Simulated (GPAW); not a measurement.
# Pd (Fm-3m) in GPAW: further runs

Aim: see how the results for Pd move with the level of theory and the settings. Levels: vdW-DF, RPBE+D4. Tasks: band structure, equation of state.

All numbers are computed with GPAW 26.7.0; they aren't measurements. Logs are shortened: lines on timing, memory, paths and dates and some standing lists are left out, and cuts for length are marked. The log counts tension as positive stress, the text compression.

## Step 1: The crystal as given

The structure is cubic, space group Fm-3m (No. 225). Conventional cell: a = 3.893 Å, b = 3.893 Å, c = 3.893 Å, α = 90.00°, β = 90.00°, γ = 90.00°. Pd (site symmetry m-3m) has 12 Pd at 2.75 Å as nearest neighbours.

## Step 2: Band structure, vdW-DF, spin-orbit coupling, no magnetisation

The input, run.py:

```python
import numpy as np
import spglib
from ase import Atoms
from ase.dft.bandgap import bandgap
from ase.io import read, write
from gpaw import GPAW, PW
from gpaw.spinorbit import soc_eigenstates

atoms = read('Pd.cif')
cell, positions, numbers = spglib.find_primitive(
    (atoms.cell[:], atoms.get_scaled_positions(), atoms.numbers), symprec=1e-4)
atoms = Atoms(numbers, cell=cell, scaled_positions=positions, pbc=True)

calc = GPAW(mode=PW(600),
            xc={'name': 'vdW-DF', 'backend': 'libvdwxc'},
            kpts={'size': (9, 9, 9), 'gamma': True},
            occupations={'name': 'fermi-dirac', 'width': 0.05},
            nbands=17,
            convergence={'density': 1e-05, 'energy': 1e-05},
            maxiter=150,
            txt='gpaw.txt')
atoms.calc = calc
energy = atoms.get_potential_energy()
forces = atoms.get_forces()
calc.write('gs.gpw')
write('result.traj', atoms)
print(f'Energy: {energy:.6f} eV')
print('Forces (eV/A):')
print(forces.round(4))
print('Fermi level:', round(calc.get_fermi_level(), 4), 'eV')
print(f'Gap: {bandgap(calc)[0]:.4f} eV, direct: {bandgap(calc, direct=True)[0]:.4f} eV')

path = atoms.cell.bandpath('GXWKGLUWLK,UX', npoints=100, eps=1e-4)
bs_calc = calc.fixed_density(kpts=path, symmetry='off', nbands=25,
                             convergence={'bands': 'CBM+6.0', 'eigenstates': 1e-6}, txt='bands.txt')
bs = bs_calc.band_structure()
bs.write('bs.json')
print(f'Gap on the path: {bandgap(bs_calc)[0]:.4f} eV')

soc = soc_eigenstates(bs_calc, theta=54.7, phi=45)
np.savetxt('soc_bands.dat', soc.eigenvalues(), fmt='%.4f')
mesh = soc_eigenstates('gs.gpw', theta=54.7, phi=45)
np.savetxt('soc_mesh.dat', mesh.eigenvalues(), fmt='%.4f')
print('Fermi level with spin-orbit coupling:', round(mesh.fermi_level, 4), 'eV')
```

The input, Pd.cif:

```cif
data_Pd
_cell_length_a 3.89300000
_cell_length_b 3.89300000
_cell_length_c 3.89300000
_cell_angle_alpha 90.00000000
_cell_angle_beta 90.00000000
_cell_angle_gamma 90.00000000
_space_group_name_H-M_alt 'Fm-3m'
_space_group_name_Hall '-F 4 2 3'
_space_group_IT_number 225
loop_
_space_group_symop_operation_xyz
'x,y,z'
'-x,-y,-z'
'-y,x,z'
'y,-x,-z'
'-x,-y,z'
'x,y,-z'
'y,-x,z'
'-y,x,-z'
'x,-y,-z'
'-x,y,z'
'-y,-x,-z'
'y,x,z'
'-x,y,-z'
'x,-y,z'
'y,x,-z'
'-y,-x,z'
'z,x,y'
'-z,-x,-y'
'z,-y,x'
'-z,y,-x'
'z,-x,-y'
'-z,x,y'
'z,y,-x'
'-z,-y,x'
'-z,x,-y'
'z,-x,y'
'-z,-y,-x'
'z,y,x'
'-z,-x,y'
'z,x,-y'
'-z,y,x'
'z,-y,-x'
'y,z,x'
'-y,-z,-x'
'x,z,-y'
'-x,-z,y'
'-y,z,-x'
'y,-z,x'
'-x,z,y'
'x,-z,-y'
'-y,-z,x'
'y,z,-x'
'-x,-z,-y'
'x,z,y'
'y,-z,-x'
'-y,z,x'
'x,-z,y'
'-x,z,-y'
'x,y+1/2,z+1/2'
'-x,-y+1/2,-z+1/2'
'-y,x+1/2,z+1/2'
[... 62 lines left out ...]
'-z+1/2,-x,-y+1/2'
'z+1/2,-y,x+1/2'
'-z+1/2,y,-x+1/2'
'z+1/2,-x,-y+1/2'
'-z+1/2,x,y+1/2'
'z+1/2,y,-x+1/2'
'-z+1/2,-y,x+1/2'
'-z+1/2,x,-y+1/2'
'z+1/2,-x,y+1/2'
'-z+1/2,-y,-x+1/2'
'z+1/2,y,x+1/2'
'-z+1/2,-x,y+1/2'
'z+1/2,x,-y+1/2'
'-z+1/2,y,x+1/2'
'z+1/2,-y,-x+1/2'
'y+1/2,z,x+1/2'
'-y+1/2,-z,-x+1/2'
'x+1/2,z,-y+1/2'
'-x+1/2,-z,y+1/2'
'-y+1/2,z,-x+1/2'
'y+1/2,-z,x+1/2'
'-x+1/2,z,y+1/2'
'x+1/2,-z,-y+1/2'
'-y+1/2,-z,x+1/2'
'y+1/2,z,-x+1/2'
'-x+1/2,-z,-y+1/2'
'x+1/2,z,y+1/2'
'y+1/2,-z,-x+1/2'
'-y+1/2,z,x+1/2'
'x+1/2,-z,y+1/2'
'-x+1/2,z,-y+1/2'
'x+1/2,y+1/2,z'
'-x+1/2,-y+1/2,-z'
'-y+1/2,x+1/2,z'
'y+1/2,-x+1/2,-z'
'-x+1/2,-y+1/2,z'
'x+1/2,y+1/2,-z'
'y+1/2,-x+1/2,z'
'-y+1/2,x+1/2,-z'
'x+1/2,-y+1/2,-z'
'-x+1/2,y+1/2,z'
'-y+1/2,-x+1/2,-z'
'y+1/2,x+1/2,z'
'-x+1/2,y+1/2,-z'
'x+1/2,-y+1/2,z'
'y+1/2,x+1/2,-z'
'-y+1/2,-x+1/2,z'
'z+1/2,x+1/2,y'
'-z+1/2,-x+1/2,-y'
'z+1/2,-y+1/2,x'
'-z+1/2,y+1/2,-x'
'z+1/2,-x+1/2,-y'
'-z+1/2,x+1/2,y'
'z+1/2,y+1/2,-x'
'-z+1/2,-y+1/2,x'
'-z+1/2,x+1/2,-y'
'z+1/2,-x+1/2,y'
'-z+1/2,-y+1/2,-x'
'z+1/2,y+1/2,x'
'-z+1/2,-x+1/2,y'
'z+1/2,x+1/2,-y'
'-z+1/2,y+1/2,x'
'z+1/2,-y+1/2,-x'
'y+1/2,z+1/2,x'
'-y+1/2,-z+1/2,-x'
'x+1/2,z+1/2,-y'
'-x+1/2,-z+1/2,y'
'-y+1/2,z+1/2,-x'
'y+1/2,-z+1/2,x'
'-x+1/2,z+1/2,y'
'x+1/2,-z+1/2,-y'
'-y+1/2,-z+1/2,x'
'y+1/2,z+1/2,-x'
'-x+1/2,-z+1/2,-y'
'x+1/2,z+1/2,y'
'y+1/2,-z+1/2,-x'
'-y+1/2,z+1/2,x'
'x+1/2,-z+1/2,y'
'-x+1/2,z+1/2,-y'
loop_
_atom_site_label
_atom_site_type_symbol
_atom_site_symmetry_multiplicity
_atom_site_Wyckoff_symbol
_atom_site_fract_x
_atom_site_fract_y
_atom_site_fract_z
_atom_site_occupancy
Pd1 Pd 4 a 0.0000000000 0.0000000000 0.0000000000 1
```

Potentials or basis: GPAW PAW data sets (gpaw-data 1.2.1), pw.

Command:

```
$ OMP_NUM_THREADS=1 python run.py
```

gpaw.txt:

```text
__  _  _
 | _ |_)|_||  |
 |__||  | ||/\| - 26.7.0

Input parameters:
  mode=PW(ecut=600.0),
  convergence={'density': 1e-05, 'energy': 1e-05},
  kpts=MonkhorstPack(size=(9, 9, 9), gamma=True),
  maxiter=150,
  nbands=17,
  occupations=Occupations(name='fermi-dirac', width=0.05),
  xc=XC(name='vdW-DF', backend='libvdwxc')

Diagonalizing LCAO Hamiltonian
Converting LCAO to pw mode

       Pd

Atoms  # Å, Bohr magnetons
|   | symbol |        x |        y |        z |    initial magnetic moments |
|---|--------|----------|----------|----------|-----------------------------|
| 0 |     Pd | 0.000000 | 0.000000 | 0.000000 | ( 0.0000,  0.0000,  0.0000) |

Unit cell  # Å
| periodic |        x |        y |        z |  lengths |    angles |
|----------|----------|----------|----------|----------|-----------|
|      yes | 0.000000 | 1.946500 | 1.946500 | 2.752767 | 60.000000 |
|      yes | 1.946500 | 0.000000 | 1.946500 | 2.752767 | 60.000000 |
|      yes | 1.946500 | 1.946500 | 0.000000 | 2.752767 | 60.000000 |

Number of symmetries: 48
Symmetry operations  # r_c * U_cc + t_c -> r_c
|    | kind |            matrix            |
|----|------|------------------------------|
|  0 |  σ   |  1, 0, 0,  1, 0,-1,  1,-1, 0 |
|  1 |  C2  |  1, 0, 0,  1,-1, 0,  1, 0,-1 |
|  2 |  E   |  1, 0, 0,  0, 1, 0,  0, 0, 1 |
|  3 |  σ   |  1, 0, 0,  0, 0, 1,  0, 1, 0 |
|  4 |  C4  |  1, 0,-1,  1, 0, 0,  1,-1, 0 |
|  5 |  S6  |  1, 0,-1,  1,-1, 0,  1, 0, 0 |
|  6 |  σ   |  1, 0,-1,  0, 1,-1,  0, 0,-1 |
|  7 |  C3  |  1, 0,-1,  0, 0,-1,  0, 1,-1 |
|  8 |  S6  |  1,-1, 0,  1, 0, 0,  1, 0,-1 |
|  9 |  C4  |  1,-1, 0,  1, 0,-1,  1, 0, 0 |
| 10 |  C3  |  1,-1, 0,  0,-1, 1,  0,-1, 0 |
| 11 |  σ   |  1,-1, 0,  0,-1, 0,  0,-1, 1 |
| 12 |  σ   |  0, 1, 0,  1, 0, 0,  0, 0, 1 |
| 13 |  C4  |  0, 1, 0,  0, 1,-1, -1, 1, 0 |
| 14 |  C3  |  0, 1, 0,  0, 0, 1,  1, 0, 0 |
| 15 |  S6  |  0, 1, 0, -1, 1, 0,  0, 1,-1 |
| 16 |  C2  |  0, 1,-1,  1, 0,-1,  0, 0,-1 |
| 17 |  σ   |  0, 1,-1,  0, 1, 0, -1, 1, 0 |
| 18 |  S4  |  0, 1,-1,  0, 0,-1,  1, 0,-1 |
| 19 |  C4  |  0, 1,-1, -1, 1, 0,  0, 1, 0 |
| 20 |  C3  |  0, 0, 1,  1, 0, 0,  0, 1, 0 |
| 21 |  σ   |  0, 0, 1,  0, 1, 0,  1, 0, 0 |
| 22 |  S6  |  0, 0, 1,  0,-1, 1, -1, 0, 1 |
| 23 |  C4  |  0, 0, 1, -1, 0, 1,  0,-1, 1 |
| 24 |  S4  |  0, 0,-1,  1, 0,-1,  0, 1,-1 |
| 25 |  C3  |  0, 0,-1,  0, 1,-1,  1, 0,-1 |
| 26 |  C2  |  0, 0,-1,  0,-1, 0, -1, 0, 0 |
| 27 |  S6  |  0, 0,-1, -1, 0, 0,  0,-1, 0 |
| 28 |  S4  |  0,-1, 1,  1,-1, 0,  0,-1, 0 |
| 29 |  C4  |  0,-1, 1,  0, 0, 1, -1, 0, 1 |
| 30 |  C2  |  0,-1, 1,  0,-1, 0,  1,-1, 0 |
| 31 |  σ   |  0,-1, 1, -1, 0, 1,  0, 0, 1 |
| 32 |  C3  |  0,-1, 0,  1,-1, 0,  0,-1, 1 |
| 33 |  S6  |  0,-1, 0,  0, 0,-1, -1, 0, 0 |
| 34 |  S4  |  0,-1, 0,  0,-1, 1,  1,-1, 0 |
| 35 |  C2  |  0,-1, 0, -1, 0, 0,  0, 0,-1 |
| 36 |  C2  | -1, 1, 0,  0, 1, 0,  0, 1,-1 |
| 37 |  S6  | -1, 1, 0,  0, 1,-1,  0, 1, 0 |
| 38 |  S4  | -1, 1, 0, -1, 0, 1, -1, 0, 0 |
| 39 |  C3  | -1, 1, 0, -1, 0, 0, -1, 0, 1 |
| 40 |  S6  | -1, 0, 1,  0, 0, 1,  0,-1, 1 |
| 41 |  C2  | -1, 0, 1,  0,-1, 1,  0, 0, 1 |
| 42 |  C3  | -1, 0, 1, -1, 1, 0, -1, 0, 0 |
| 43 |  S4  | -1, 0, 1, -1, 0, 0, -1, 1, 0 |
| 44 |  C2  | -1, 0, 0,  0, 0,-1,  0,-1, 0 |
| 45 |  i   | -1, 0, 0,  0,-1, 0,  0, 0,-1 |
| 46 |  σ   | -1, 0, 0, -1, 1, 0, -1, 0, 1 |
| 47 |  C2  | -1, 0, 0, -1, 0, 1, -1, 1, 0 |

BZ-sampling:
  Number of BZ points: 729
  Number of IBZ points: 35

  Monkhorst-Pack size: [9, 9, 9]
  Monkhorst-Pack shift: [0, 0, 0]

K-points  # in reciprocal-cell coordinates
|     |                                coordinates |     weight |
|-----|--------------------------------------------|------------|
|   0 | (  0.00000000,   0.00000000,   0.00000000) | 0.00137174 |
|   1 | (  0.11111111,   0.11111111,   0.00000000) | 0.00823045 |
|   2 | (  0.11111111,   0.11111111,   0.11111111) | 0.01097394 |
|   3 | (  0.22222222,   0.11111111,   0.11111111) | 0.01646091 |
|   4 | (  0.22222222,   0.22222222,   0.00000000) | 0.00823045 |
|   5 | (  0.22222222,   0.22222222,   0.11111111) | 0.03292181 |
|   6 | (  0.22222222,   0.22222222,   0.22222222) | 0.01097394 |
|   7 | (  0.33333333,   0.22222222,   0.11111111) | 0.03292181 |
|   8 | (  0.33333333,   0.22222222,   0.22222222) | 0.03292181 |
|   9 | (  0.33333333,   0.33333333,  -0.33333333) | 0.01646091 |
| ... |                                            |            |
|  34 | (  0.44444444,   0.44444444,   0.44444444) | 0.01097394 |

Plane wave coefficients: 531
Cutoff: 600.0 eV

Spin-components: 1 (collinear spins)
Bands:           17
Projectors:      6
Spin-degeneracy: 2
Datatype:        complex128

Parallelization:
  kpt:    1
  domain: 1
  band:   1

Density:
  Valence electrons: 16.0
  Components: 1
  Grid points: [16 16 16]
  Charge: 0.0  # |e|

Potential:
  Grid points: [16 16 16]

species:
  Pd:
    name:    Palladium
    Z:       46.0
    valence: 16
    core:    30
    charge:  0.0  # [|e|]
    compensation charges:
      type: gauss
      rc: 0.38  # [Å]
      lmax: 2
    cutoffs:
      filter: 2.38  # [Å]
      core: 2.28  # [Å]
    projectors
    | kind |    occ | energy [eV] | rcut [Å] |
    |------|--------|-------------|----------|
    |   5s |  0.000 |      -3.197 |    1.228 |
    |   4p |  6.000 |     -51.116 |    1.360 |
    |   5p |  0.000 |      -0.334 |    1.360 |
    |   4d | 10.000 |      -3.956 |    1.228 |
    |    s |        |      24.014 |    1.228 |
    |    d |        |      23.256 |    1.228 |

    Using partial waves for Pd as LCAO basis

Reference energy: -137233.500211  # eV

eigensolver:
  PPCG
  Converge bands: occupied
  niter=2

density mixing:
  MSR1-Mixer
  Pratt-step length: 0.05
  Maximum mixing coefficient: 0.75
  Old densities: 10
  SVD Regularization: 0.005
  Good broyden scale: 1.0
  Trust region scale: 1.0
  Backstep threshold: 4.0
  History deletion threshold: 6.0
  Fourier metric: weight=20.0, sigma=0.015

occupation numbers:
  Fermi-Dirac:
    width: 0.0500  # eV

poisson solver:
  ecut: 4800.0  # eV

xc functional:
  name: vdW-DF with libvdwxc
  Mode: serial
  Semilocal: GGA_X_PBE_R+LDA_C_PW with 2 nearest neighbor stencil
  Local blocksize: 32 x 32 x 32
  PAW datasets: revPBE

convergence criteria:
[... 6 lines left out ...]
|iter     | |      energy | eigst |  dens |
|---------|-|-------------|-------|-------|
|iter:   1| |  -55.403130 | -0.23 |       |
|iter:   2| |  -55.230206 | -2.65 | -1.05 |
|iter:   3| |  -54.702582 | -1.55 | -1.11 |
|iter:   4| |  -54.695703 | -3.34 | -2.08 |
|iter:   5| |  -54.693537 | -3.31 | -2.22 |
|iter:   6| |  -54.693552 | -6.23 | -3.50 |
|iter:   7| |  -54.693558c| -6.38 | -3.88 |
|iter:   8| |  -54.693558c| -8.04c| -5.08c|

Converged in 8 steps
Energy contributions relative to reference atoms: (reference = -137233.500211)

Energy contributions:
  Kinetic:           9.190998
  Coulomb:         -12.423599
  Zero:             -0.274607
  External:          0.000000
  Xc:              -51.176716
  Entropy:          -0.019268
  Spinorbit:         0.000000
  ----------------------------
  Free energy:     -54.703192
  Extrapolated:    -54.693558

dipole moment: (-11.452640, -11.452640, -11.452640)  # |e|*Ang

Fermi level: 9.489
Eigenvalues  # (at kpt = [0.000, 0.000, 0.000])
| band index |      eig [eV] | occ [0-2] |
|------------|---------------|-----------|
|          0 |       -40.178 |     2.000 |
|          1 |       -40.178 |     2.000 |
|          2 |       -40.178 |     2.000 |
|          3 |         2.708 |     2.000 |
|          4 |         6.720 |     2.000 |
|          5 |         6.720 |     2.000 |
[... 9 lines left out ...]
|         15 |        40.046 |     0.000 |
|         16 |        40.046 |     0.000 |

No gap
No difference between direct/indirect transitions

Forces  # eV/Ang
|       x |        y |        z |
|---------|----------|----------|
| 0.00000 | -0.00000 | -0.00000 |  # Pd   0

# Writing to gs.gpw (mode='')
```

Wall time 30 s (1 thread of AMD EPYC, shared host); peak memory 0.21 GiB.

Results:

```
Free energy             : -54.7032 eV
Band gap along the path : none (metal or under the smearing width)
```

Levels at the corners of the path, in eV from the Fermi level:
```tsv
point	band 14	band 15	band 16	band 17	band 18
Γ	-2.60	-1.19	-1.19	-1.19	-1.19
X	0.18	0.47	0.47	3.71	3.71
W	-1.28	0.30	0.30	9.10	9.10
K	-0.95	-0.13	-0.13	7.41	7.41
Γ	-2.60	-1.19	-1.19	-1.19	-1.19
L	-0.12	0.08	0.08	1.39	1.39
U	-0.95	-0.13	-0.13	7.41	7.41
W	-1.28	0.30	0.30	9.10	9.10
L	-0.12	0.08	0.08	1.39	1.39
K	-0.95	-0.13	-0.13	7.41	7.41
U	-0.95	-0.13	-0.13	7.41	7.41
X	0.18	0.47	0.47	3.71	3.71
```

Caveat: spin-orbit coupling was added after a scalar SCF, so levels and gaps hold it while energy, forces, pressure and moments don't; this program's spin-orbit splittings come out too wide for heavy elements; the PAW data sets were made with another functional, which shifts forces and pressure a little.

## Step 3: Equation of state, RPBE+D4

The input, run.py:

```python
from ase.calculators.mixing import SumCalculator
from ase.eos import EquationOfState
from ase.io import Trajectory, read
from ase.units import GPa
from dftd4.ase import DFTD4
from gpaw import GPAW, PW

atoms = read('POSCAR')

traj = Trajectory('eos.traj', 'w')
volumes, energies = [], []
for x in [0.94, 0.96, 0.98, 1.0, 1.02, 1.04, 1.06]:
    a = atoms.copy()
    a.set_cell(atoms.cell * x**(1 / 3), scale_atoms=True)
    calc = GPAW(mode=PW(600),
                xc='RPBE',
                kpts={'size': (9, 9, 9), 'gamma': True},
                occupations={'name': 'fermi-dirac', 'width': 0.05},
                nbands=17,
                convergence={'density': 1e-05, 'energy': 1e-05},
                maxiter=150,
                txt=f'eos-{x:.2f}.txt')
    a.calc = SumCalculator([calc, DFTD4(method='rpbe')])
    energies.append(a.get_potential_energy())
    volumes.append(a.get_volume())
    p = -a.get_stress()[:3].mean() / GPa
    calc.write(f'eos-{x:.2f}.gpw')
    traj.write(a)
    print(f'{x:.2f} {volumes[-1]:10.4f} A^3 {energies[-1]:14.6f} eV {p:9.3f} GPa', flush=True)

v0, e0, B = EquationOfState(volumes, energies, eos='birchmurnaghan').fit()
print(f'V0 = {v0:.4f} A^3, E0 = {e0:.6f} eV, B0 = {B / GPa:.2f} GPa')
```

The input, POSCAR:

```
Pd
1.0
    0.0000000000      1.9465000000      1.9465000000
    1.9465000000      0.0000000000      1.9465000000
    1.9465000000      1.9465000000      0.0000000000
Pd
1
Direct
    0.0000000000      0.0000000000      0.0000000000
```

Potentials or basis: the program's PAW data sets (release 1.2.1) made for this functional, pw.

Command:

```
$ OMP_NUM_THREADS=1 python run.py
```

What it wrote:

```text
__  _  _
 | _ |_)|_||  |
 |__||  | ||/\| - 26.7.0

Input parameters:
  mode=PW(ecut=600.0),
  convergence={'density': 1e-05, 'energy': 1e-05},
  kpts=MonkhorstPack(size=(9, 9, 9), gamma=True),
  maxiter=150,
  nbands=17,
  occupations=Occupations(name='fermi-dirac', width=0.05),
  xc=XC(name='RPBE')

Diagonalizing LCAO Hamiltonian
Converting LCAO to pw mode

       Pd

Atoms  # Å, Bohr magnetons
|   | symbol |        x |        y |        z |    initial magnetic moments |
|---|--------|----------|----------|----------|-----------------------------|
| 0 |     Pd | 0.000000 | 0.000000 | 0.000000 | ( 0.0000,  0.0000,  0.0000) |

Unit cell  # Å
| periodic |        x |        y |        z |  lengths |    angles |
|----------|----------|----------|----------|----------|-----------|
|      yes | 0.000000 | 1.906764 | 1.906764 | 2.696572 | 60.000000 |
|      yes | 1.906764 | 0.000000 | 1.906764 | 2.696572 | 60.000000 |
|      yes | 1.906764 | 1.906764 | 0.000000 | 2.696572 | 60.000000 |

Number of symmetries: 48
Symmetry operations  # r_c * U_cc + t_c -> r_c
|    | kind |            matrix            |
|----|------|------------------------------|
|  0 |  σ   |  1, 0, 0,  1, 0,-1,  1,-1, 0 |
|  1 |  C2  |  1, 0, 0,  1,-1, 0,  1, 0,-1 |
|  2 |  E   |  1, 0, 0,  0, 1, 0,  0, 0, 1 |
|  3 |  σ   |  1, 0, 0,  0, 0, 1,  0, 1, 0 |
|  4 |  C4  |  1, 0,-1,  1, 0, 0,  1,-1, 0 |
|  5 |  S6  |  1, 0,-1,  1,-1, 0,  1, 0, 0 |
|  6 |  σ   |  1, 0,-1,  0, 1,-1,  0, 0,-1 |
|  7 |  C3  |  1, 0,-1,  0, 0,-1,  0, 1,-1 |
|  8 |  S6  |  1,-1, 0,  1, 0, 0,  1, 0,-1 |
|  9 |  C4  |  1,-1, 0,  1, 0,-1,  1, 0, 0 |
| 10 |  C3  |  1,-1, 0,  0,-1, 1,  0,-1, 0 |
| 11 |  σ   |  1,-1, 0,  0,-1, 0,  0,-1, 1 |
[... 112 lines left out ...]
  PPCG
  Converge bands: occupied
  niter=2

density mixing:
  MSR1-Mixer
  Pratt-step length: 0.05
  Maximum mixing coefficient: 0.75
  Old densities: 10
  SVD Regularization: 0.005
  Good broyden scale: 1.0
  Trust region scale: 1.0
  Backstep threshold: 4.0
  History deletion threshold: 6.0
  Fourier metric: weight=20.0, sigma=0.015

occupation numbers:
  Fermi-Dirac:
    width: 0.0500  # eV

poisson solver:
  ecut: 4800.0  # eV

xc functional:
  name: RPBE with 2 nearest neighbor stencil

convergence criteria:
[... 6 lines left out ...]
|iter     | |      energy | eigst |  dens |
|---------|-|-------------|-------|-------|
|iter:   1| |   -3.983984 | -0.11 |       |
|iter:   2| |   -3.785450 | -2.61 | -1.00 |
|iter:   3| |   -3.132009 | -1.49 | -1.06 |
|iter:   4| |   -3.124718 | -3.34 | -2.04 |
|iter:   5| |   -3.122391 | -3.83 | -2.19 |
|iter:   6| |   -3.122392 | -6.35 | -3.64 |
|iter:   7| |   -3.122393c| -6.89 | -3.95 |
|iter:   8| |   -3.122393c| -8.25c| -5.23c|

Converged in 8 steps
Energy contributions relative to reference atoms: (reference = -137235.840814)

Energy contributions:
  Kinetic:           3.447494
  Coulomb:          -7.078990
  Zero:             -0.124021
  External:          0.000000
  Xc:                0.641289
  Entropy:          -0.016330
  Spinorbit:         0.000000
  ----------------------------
  Free energy:      -3.130559
  Extrapolated:     -3.122393

dipole moment: (-11.312693, -11.312693, -11.312693)  # |e|*Ang

Fermi level: 10.605
Eigenvalues  # (at kpt = [0.000, 0.000, 0.000])
| band index |      eig [eV] | occ [0-2] |
|------------|---------------|-----------|
|          0 |       -39.209 |     2.000 |
|          1 |       -39.209 |     2.000 |
|          2 |       -39.209 |     2.000 |
|          3 |         3.078 |     2.000 |
|          4 |         7.504 |     2.000 |
|          5 |         7.504 |     2.000 |
[... 9 lines left out ...]
|         15 |        42.124 |     0.000 |
|         16 |        42.124 |     0.000 |

No gap
No difference between direct/indirect transitions

Stress tensor  # eV/Ang^3
|         x |         y |         z |
|-----------|-----------|-----------|
| -0.169850 | -0.000000 | -0.000000 |
| -0.000000 | -0.169850 |  0.000000 |
| -0.000000 |  0.000000 | -0.169850 |

# Writing to eos-0.94.gpw (mode='')
```

It took 86 s on 1 thread of AMD EPYC, shared host; peak memory 0.18 GiB.

What came out:

| Quantity | Value |
| --- | --- |
| Equilibrium volume | 14.90 Å³/atom |
| Bulk modulus | 183 GPa |
| Pressure derivative of the bulk modulus | 5.7 |

Energy against volume, from the lowest point:
| volume (Å³/atom) | energy (meV/atom) |
| --- | --- |
| 13.865 | 47.41 |
| 14.160 | 22.71 |
| 14.455 | 7.32 |
| 14.750 | 0.08 |
| 15.045 | 0.00 |
| 15.340 | 6.19 |
| 15.635 | 17.87 |
